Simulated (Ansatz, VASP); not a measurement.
# BAs in two plane-wave programs, part 2 of 2

Wanted: the spread between two codes on one cell, functional and k mesh. The cell is taken from a series of VASP runs on this material, whose earlier steps may have relaxed, scaled or displaced it; both programs get it as it stands.

VASP 6.6.1 and Ansatz 0.2.0.

So far. Step 2 (VASP: band structure, HSE06): Spin-orbit coupling is off here; it would split degenerate levels, and it lifts a valence top of As p states by about 0.1 eV.

### 3. Ansatz: band structure, HSE06

Level of this step: Ansatz beside VASP: Kohn-Sham DFT, plane waves, HSE06 (Ansatz).

Ansatz runs on its default PAW (the set named soft_2) files.

The same cell, functional, mesh and smearing now go to Ansatz, which takes its cutoff from its data sets.

input.yaml reads:

```yaml
crystal:
  lattice:
    - [0.0, 2.4084771865, 2.4084771865]
    - [2.4084771865, 0.0, 2.4084771865]
    - [2.4084771865, 2.4084771865, 0.0]
  atoms:
    - { symbol: B, position: [0.0, 0.0, 0.0] }
    - { symbol: As, position: [0.25, 0.25, 0.25] }
hamiltonian:
  xc: { exchange: pbe, correlation: pbe, exx: { coeff: 0.25, omega: 0.2 } }
  pseudopotentials: { kind: paw }
kpoints:
  mp_grid: { grid: [5, 5, 5] }
  band_path:
    path:
      - [0.0, 0.0, 0.0]
      - [0.4, 0.0, 0.4]
      - [0.5, 0.0, 0.5]
      - [0.5, 0.2, 0.7]
      - [0.4, 0.35, 0.75]
      - [0.15, 0.15, 0.3]
      - [0.2, 0.2, 0.2]
      - [0.55, 0.4, 0.55]
      - [0.6, 0.25, 0.65]
      - [0.5, 0.25, 0.75]
      - [0.5, 0.5, 0.5]
      - [0.375, 0.375, 0.75]
      - [0.5, 0.0, 0.5]
    npoints: 1
scf:
  occupations: { method: gaussian, width: 0.05 }
  n_extra_bands: 7
output:
  forces: true
  stress: true
  eigenvalues: true
  write_density: true
  write_potential: true
  elf: true
  volumetric_format: npy
```

Launch:

```sh
$ ansatz run input.yaml --threads 4 --pin off --max-ram 9216MiB --backend cpu --events-out ev --progress --plain --runs-dir out
```

Numbers of over 12 decimals in the logs are rounded to 6 here.

What it wrote:

```text
Warning: output.stress: scf.convergence.dr2_threshold = 1e-7 eV (the SCF's general default) is looser than the 2e-10 eV advised for a printed stress (1e-10 eV for each atom of the cell: 2). What an SCF threshold leaves in a stress goes as its square root, and in the free energy as the threshold itself, and one threshold admits the most on a small cell: [figures from the program's tests cut] Set scf.convergence.dr2_threshold to 2e-10 eV or tighter. The threshold is an SCF's pass mark: one that does not reach it within its budget of iterations ends unconverged, or closes short of it on a stop that the run arms, and scf.convergence.dr2_threshold's page says what that costs each kind of run
Warning: output.stress: scf.exx.energy_threshold = 1e-6 eV is looser than the 2e-8 eV advised for a stress under a hybrid functional (1e-8 eV for each atom of the cell: 2). Every SCF of the exchange loop can meet its threshold on dr2 while the loop round them stops early: no threshold on dr2 bounds what that leaves in the stress. Set scf.exx.energy_threshold to 2e-8 eV or tighter. The threshold is the loop's pass mark: a loop that does not reach it within its budget of cycles ends unconverged, and scf.exx.energy_threshold's page has the law
scf.n_extra_bands = 7 over 9 filled bands (N_el = 18.0): the run solves 16 bands
Engine: ansatz 0.2.0, aarch64-unknown-linux-gnu
Pseudopotentials: kind: paw
Pseudopotential: B, paw, valence charge 3, recommended cutoff 420 eV (normal), B.paw.azcp
Pseudopotential: As, paw, valence charge 15, recommended cutoff 420 eV (normal), As.paw.azcp
Functional definition: unnamed
  parameter a_1 = 0.25
  parameter omega_1 = 0.2/angstrom
  exchange = pbe_x + (-a_1)*pbe_x_sr(omega_1) + a_1*exact_x_sr(omega_1)
  correlation = pbe_c
Crystal: 2 atoms, lattice volume = 27.942 Å³
Basis set: ecut = 420 eV, 537 PW (Γ), exchange–correlation on 48×48×48 points (8 copies of the dense FFT grid, shifted against one another)
Bands: 16, of which v1, the nominal top of the filled ones, is band 9 counted from 1 (8 counted from 0)
Symmetry: 24 space group operations
Space group: F-43m (ITA 216), of the structure as read, at distance tolerance 3.0e-5 Å
k-points: 10 of 125 (time reversal used)
Non-local potential: B, projectors of the file, l = 0: 2, l = 1: 2, l = 2: 1
Non-local potential: As, projectors of the file, l = 0: 2, l = 1: 2, l = 2: 3, l = 3: 1
PAW form: soft (Blöchl's): semilocal exchange-correlation on the pseudo side does not see the compensation charge
PAW frozen core: B, regenerated for the run's functional, and the local potential with it (the file was generated under x = pbe(κ = 0.804, μ = 0.219515), c = pbe(β = 0.066725))
PAW frozen core: As, regenerated for the run's functional, and the local potential with it (the file was generated under x = pbe(κ = 0.804, μ = 0.219515), c = pbe(β = 0.066725))
PAW one-centre angular grid: B, 110 points (default); XC on 64 Gauss nodes
PAW one-centre angular grid: As, 590 points (default); XC on 64 Gauss nodes
Initial density: superposition of atomic densities (neutral atoms: chi_scale 0, normalization atom), corrected by the library's trained network
Initial wavefunctions: pseudopotential atomic-orbital guess
Functional: x = pbe(κ = 0.804, μ = 0.219515), c = pbe(β = 0.066725), warm-up for x = pbe(κ = 0.804, μ = 0.219515) + 0.25 (exact − pbe) at short range (hse, ω = 0.2 Å⁻¹), c = pbe(β = 0.066725)
SCF iter   1: F=—  HF=-5012.048749 eV  |F-HF|=—  |Δ(HF+E_count)|=         —  Δρ=1.14e-3  dr2=2.67e-4  ethr=1.77e-3  ⟨swp⟩=9.1  Hψ=725  notcnv=0
preconditioner: auto → none  [insulator: Δε(μ)=1.208 eV  Ē_g=15.385 eV  σ=0.050 eV  W_gap=1.00  n_scr=8 (ndim 8)  ℏωp=19.9 eV  f_vac=0.001  D(μ)=0.00/eV (n_scr^D=0)]
SCF iter   2: F=-5012.048880 eV  HF=-5012.048841 eV  |F-HF|=3.93e-5  |Δ(HF+E_count)|=   9.23e-5  Δρ=5.21e-4  dr2=5.65e-5  ethr=1.48e-6  ⟨swp⟩=4.0  Hψ=405  notcnv=0
SCF 1 stopped early in 2 iterations: F = -5012.048880 eV  dr2 = 5.65e-5
  greatest PAW one-centre occupation: 0.999 electrons in one spin orbital (limit 2), on the As atom at site 1 (counted from 0), in its partial waves of l = 2
Initial density: handed on by an earlier stage of this run
Initial wavefunctions: those handed on with the density
Functional: x = pbe(κ = 0.804, μ = 0.219515) + 0.25 (exact − pbe) at short range (hse, ω = 0.2 Å⁻¹), c = pbe(β = 0.066725)
Exchange kernel: α = 0.2500, screened, ω = 0.2000 Å⁻¹, Wigner–Seitz truncation, v(0) = 1112.7129 eV·Å³, q-mesh 5×5×5, nearest image of the exchange supercell L = 17.03 Å, pair-density grid 15×15×15, without the augmentation charges, whose exchange is taken in its separable form by FFT convolution over the k-point mesh (sized by the pseudopotential files, 20×20×20 at the most), smooth part of the exact exchange by density-matrix convolution
Frozen-core exchange: fock
SCF iter   1: F=—  HF=-5013.439395 eV  |F-HF|=—  |Δ(HF+E_count)|=         —  Δρ=6.59e-3  dr2=6.80e-3  ethr=3.14e-6  ⟨swp⟩=5.4  Hψ=697  notcnv=0
preconditioner: auto → none  [insulator: Δε(μ)=1.840 eV  Ē_g=17.177 eV  σ=0.050 eV  W_gap=1.00  n_scr=8 (ndim 8)  ℏωp=19.9 eV  f_vac=0.001  D(μ)=0.00/eV (n_scr^D=0)]
SCF iter   2: F=—  HF=-5013.431670 eV  |F-HF|=—  |Δ(HF+E_count)|=   7.73e-3  Δρ=3.05e-3  dr2=1.85e-3  ethr=3.14e-6  ⟨swp⟩=4.0  Hψ=466  notcnv=0
SCF iter   3: F=—  HF=-5013.431325 eV  |F-HF|=—  |Δ(HF+E_count)|=   3.45e-4  Δρ=1.32e-3  dr2=3.81e-4  ethr=3.14e-6  ⟨swp⟩=2.7  Hψ=269  notcnv=0
SCF iter   4: F=—  HF=-5013.434963 eV  |F-HF|=—  |Δ(HF+E_count)|=   3.64e-3  Δρ=1.02e-3  dr2=1.10e-4  ethr=9.26e-7  ⟨swp⟩=4.0  Hψ=406  notcnv=0
SCF iter   5: F=—  HF=-5013.434901 eV  |F-HF|=—  |Δ(HF+E_count)|=   6.17e-5  Δρ=3.56e-4  dr2=1.46e-5  ethr=6.04e-7  ⟨swp⟩=3.0  Hψ=297  notcnv=0
iter 6 solved again at ethr=2.34e-9 eV; its pass at ethr=7.17e-8 eV (dr2=4.22e-7 eV) is discarded
SCF iter   6: F=-5013.434893 eV  HF=-5013.434893 eV  |F-HF|=4.29e-7  |Δ(HF+E_count)|=   7.97e-6  Δρ=6.21e-5  dr2=2.10e-6  ethr=2.34e-9  ⟨swp⟩=3.5  Hψ=653  notcnv=0  defer=8
SCF 2 stopped early in 6 iterations: F = -5013.434893 eV  dr2 = 2.10e-6
hybrid outer 1: dexx = +4.179e-3 eV, tail = 5.20e-5 eV
Exchange kernel: α = 0.2500, screened, ω = 0.2000 Å⁻¹, Wigner–Seitz truncation, v(0) = 1112.7129 eV·Å³, q-mesh 5×5×5, nearest image of the exchange supercell L = 17.03 Å, pair-density grid 15×15×15, without the augmentation charges, whose exchange is taken in its separable form by FFT convolution over the k-point mesh (sized by the pseudopotential files, 20×20×20 at the most), smooth part of the exact exchange by density-matrix convolution
Frozen-core exchange: fock
SCF iter   1: F=—  HF=-5013.435149 eV  |F-HF|=—  |Δ(HF+E_count)|=         —  Δρ=1.06e-4  dr2=1.97e-6  ethr=1.44e-6  ⟨swp⟩=3.2  Hψ=334  notcnv=0
preconditioner: auto → none  [insulator: Δε(μ)=1.881 eV  Ē_g=17.181 eV  σ=0.050 eV  W_gap=1.00  n_scr=8 (ndim 8)  ℏωp=19.9 eV  f_vac=0.002  D(μ)=0.00/eV (n_scr^D=0)]
SCF iter   2: F=—  HF=-5013.435149 eV  |F-HF|=—  |Δ(HF+E_count)|=   4.27e-7  Δρ=9.67e-6  dr2=6.97e-8  ethr=9.39e-9  ⟨swp⟩=4.0  Hψ=375  notcnv=0
SCF iter   3: F=—  HF=-5013.435149 eV  |F-HF|=—  |Δ(HF+E_count)|=   5.44e-7  Δρ=1.21e-5  dr2=2.35e-8  ethr=6.97e-11  ⟨swp⟩=4.0  Hψ=463  notcnv=0
SCF iter   4: F=-5013.435149 eV  HF=-5013.435149 eV  |F-HF|=6.80e-10  |Δ(HF+E_count)|=   3.07e-9  Δρ=3.08e-6  dr2=2.14e-9  ethr=6.97e-11  ⟨swp⟩=2.7  Hψ=267  notcnv=0
SCF 3 converged in 4 iterations: F = -5013.435149 eV  dr2 = 2.14e-9
  Residual-converged pass: ⟨swp⟩=2.7  Hψ=273  notcnv=0  max |occ|·‖R‖ = 2.3e-6 eV (tolerance 2.4e-6 eV)  dr2=2.12e-9  dr2_onsite=3.62e-10  max |Δocc| = 1.3e-162
hybrid outer 2: dexx = +6.774e-7 eV, tail = 2.39e-8 eV, Δε = 2.65e-3 eV (about 1.05e-4 eV left of the loop's levels)
NSCF: frozen V_eff on 13 k-points
hybrid SCF converged: 2 outer / 10 inner (+2 warm-up), last move |dexx| = 6.77e-7 eV, tail = 2.39e-8 eV
Stability not checked: this state was not tested for a lower state beside it, because the functional holds exact exchange (a hybrid, or Hartree-Fock), whose exchange loop this test does not read (fock_operator; see scf.lower_state_search)
Free energy (F): -5013.435149 eV
Frozen-core exchange: fock
Harris-Foulkes:  -5013.435149 eV  (|F-HF|=6.80e-10)
Internal energy: -5013.435149 eV  (E = F + TS)
E sigma→0 (E₀):  -5013.435149 eV
Fermi energy:    11.280714 eV
--- Per-component energies (eV) ---
  E_band       = -263.142014
  E_kinetic    = 150.107629
  E_local      = -1715.504381  (includes V_loc(G=0)·N_el)
  E_nonlocal   = -658.843138
  E_hartree    = 949.248286
  E_xc         = -89.868627
  E_vxc        = -94.185090  (∫ρ·V_xc dr)
  E_exx        = -66.882062  (= α·E_x^exact, valence–valence)
  E_paw        = -1869.459648  (= ΣΔE_a)
  E_vpaw       = 290.550477  (= ΣTr[D̂ρ^β])
  E_aug_tail   = 0.000007  (compensation charges beyond the density's cutoff)
  E_ewald      = -1711.460505
  E_core_change = -0.772710  (= ΣΔE_core)
  E_smearing   = -0.000000  (= −TS)
  E_closure    = -0.000000  (closes the sum)
  Σ components = -5013.435149   (vs F -5013.435149, Δ=0.00e0)
--- Forces (eV/Å), atoms counted from 1 ---
  atom   1  B      0.00000000    -0.00000000     0.00000000
  atom   2  As     0.00000000    -0.00000000     0.00000000
  max |Σ_I F_I| component: 5.96e-16 eV/Å
--- Stress (GPa, compression-positive) ---
       -3.775144       0.000000      -0.000000
        0.000000      -3.775144       0.000000
       -0.000000       0.000000      -3.775144
  P = ⅓ Tr σ = -3.7751 GPa (-37.751 kbar)
--- Band table (eV; the first three rows and the last of 10) ---
  k-point 0: bands = [... 5 lower, -6.3697, 10.3407, 10.3407, 10.3407, 14.4509, 14.4509, 14.4509, 15.9056, ... 3 higher]
  k-point 1: bands = [... 5 lower, -5.6694, 6.3185, 9.4273, 9.4273, 14.3452, 15.6257, 15.6257, 18.5676, ... 3 higher]
  k-point 2: bands = [... 5 lower, -3.8454, 1.7634, 8.5163, 8.5163, 13.8448, 16.0854, 16.0854, 20.3416, ... 3 higher]
  k-point 9: bands = [... 5 lower, -2.3368, 1.9862, 4.5325, 5.9396, 15.6643, 16.5842, 17.4043, 21.2434, ... 3 higher]
```

Run time: 14 s. Hardware: 4 threads of Arm Neoverse V2, shared host; peak memory 0.62 GiB.

In the SCF lines HF is the Harris–Foulkes energy and dr2 the Hartree energy of the density residual, in eV; the loop may stop once dr2 is under the threshold and the program's other checks hold. Hψ counts applications of the Hamiltonian.

### 4. Side by side

Known differences besides the potentials themselves: exact exchange at q = 0 is treated differently, which shows on coarse meshes; VASP keeps PBE cores, Ansatz makes them for the functional; the data sets hold 18 valence electrons in Ansatz (default PAW (the set named soft_2) files) and 8 in VASP; VASP takes a coarser grid for exact exchange (PRECFOCK = Fast). Total energies have different zeros and are not compared.

Compared:

| quantity | Ansatz | VASP | difference |
| --- | --- | --- | --- |
| gap over the path points (eV) | 1.881 | 1.890 | -0.009 |

Levels at points of the path, from each program's valence-band top (eV; 3 filled, then empty):

| k (reciprocal lattice) | Ansatz | VASP |
| --- | --- | --- |
| 0.000 0.000 0.000 | 0.00 0.00 0.00 4.11 4.11 4.11 | 0.00 0.00 0.00 4.11 4.11 4.11 |
| 0.400 0.000 0.400 | -8.00 -4.12 -4.12 1.88 3.02 11.71 | -8.00 -4.11 -4.11 1.89 3.03 11.66 |
| 0.500 0.000 0.500 | -9.35 -4.36 -4.36 2.13 2.19 12.77 | -9.33 -4.35 -4.35 2.14 2.20 12.72 |
| 0.500 0.200 0.700 | -8.93 -5.68 -5.41 5.41 5.79 8.89 | -8.92 -5.67 -5.40 5.41 5.79 8.86 |
| 0.400 0.350 0.750 | -8.93 -6.29 -3.89 3.04 6.53 10.11 | -8.92 -6.28 -3.88 3.05 6.53 10.08 |
| 0.150 0.150 0.300 | -4.37 -3.01 -0.76 4.84 5.25 5.98 | -4.36 -3.00 -0.75 4.84 5.24 5.97 |
| 0.200 0.200 0.200 | -4.02 -0.91 -0.91 4.00 5.29 5.29 | -4.02 -0.91 -0.91 4.01 5.28 5.28 |
| 0.550 0.400 0.550 | -9.25 -3.82 -2.50 4.05 6.18 6.91 | -9.23 -3.81 -2.49 4.05 6.17 6.89 |
| 0.600 0.250 0.650 | -8.93 -6.29 -3.89 3.04 6.53 10.11 | -8.92 -6.28 -3.88 3.05 6.53 10.08 |
| 0.500 0.250 0.750 | -8.87 -5.82 -5.50 6.20 7.04 7.67 | -8.86 -5.80 -5.49 6.19 7.04 7.65 |

Among the levels compared at these points, filled levels agree within 15 meV and empty ones within 52 meV.

### 5. Outcome

```
difference in gap over the path points (band structure, HSE06) : -0.0089 eV
```

**Reading.** The difference in gap over the path points is -0.0089 eV (band structure, HSE06), within the 0.08 eV picked in this series as the mark of a large difference. How closely two codes agree says nothing of how well the functional describes the real material.

[Lines on the potential files, build, host, timing and source positions are cut from VASP's logs without a mark.]

[Logs are printed without paths, hosts, clocks, repeated set-up lines and the standing remarks that a program may print on its own settings, such as how far it seeks lower states.]

[Hosts, paths, dates, database ids (printed as entryN), source tags and the programs' standing remarks are cut or masked in the printed files.]
